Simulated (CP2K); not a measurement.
**Ge under changes of volume**

One of the cells (39.048 Å³/atom); the others are scaled copies at fixed shape and fractional positions:

```
Ge
1.0
     4.05040    0.00000    0.00000
    -2.02520    3.50775    0.00000
     0.00000    0.00000   10.99336
Ge
4
Direct
  0.66667 0.33333 0.41485
  0.33333 0.66667 0.91485
  0.00000 0.00000 0.47745
  0.00000 0.00000 0.97745
```

This isn't the form of Ge at room conditions, which is diamond.

| Quantity | Value |
| --- | --- |
| Program | CP2K 2026.2 |
| Functional | PBEsol |
| Potentials or basis | POTENTIAL_UZH Ge GTH-PBE-q4; TZVP-MOLOPT-PBE-GTH basis |
| Density cutoff | 6123 eV |
| k mesh | 8 × 8 × 3 |
| Occupations | fermi-dirac, width 0.05 eV |
| Spin | no spin polarisation |

```csv
volume (Å³/atom),energy over the lowest point (meV/atom),pressure (GPa),gap on the mesh (eV),largest force (eV/Å)
36.705,7.18,1.5,0.71,0.329
37.486,1.88,0.7,0.70,0.263
38.267,0.00,0.1,0.69,0.204
39.048,1.16,-0.5,0.64,0.149
39.829,?,?,?,?
40.610,11.33,-1.5,0.42,0.052
41.391,19.79,-1.9,0.32,0.007
```

What does the run at 39.829 Å³/atom give?

Energy over the lowest point 5.03 meV/atom; pressure -1.0 GPa; gap on the mesh 0.52 eV; largest force 0.099 eV/Å.

Worked out: A Birch-Murnaghan fit of order 3 (a polynomial in V^(-2/3)) to the other rows has its minimum at 38.35 Å³/atom with B0 = V·E''(V) = 30 GPa and B' = 4.6 at fixed shape and positions, which overstates the stiffness. It gives 5.03 meV/atom at 39.829 Å³/atom, against the run's 5.03, and -dE/dV = -1.1 GPa, against -1.0. A parabola through the other rows of the gap, of slope -4.83 eV per unit of ln V there, gives 0.55 eV, against the run's 0.52.

Energies are extrapolated to zero smearing.

Caveats: the potentials were made for another functional, which shifts forces and pressure; an odd mesh through Γ misses points on the zone boundary, where band edges often lie; the basis of atomic orbitals isn't converged, which shifts pressures, moduli and gaps. Spin-orbit coupling on Ge is left out.
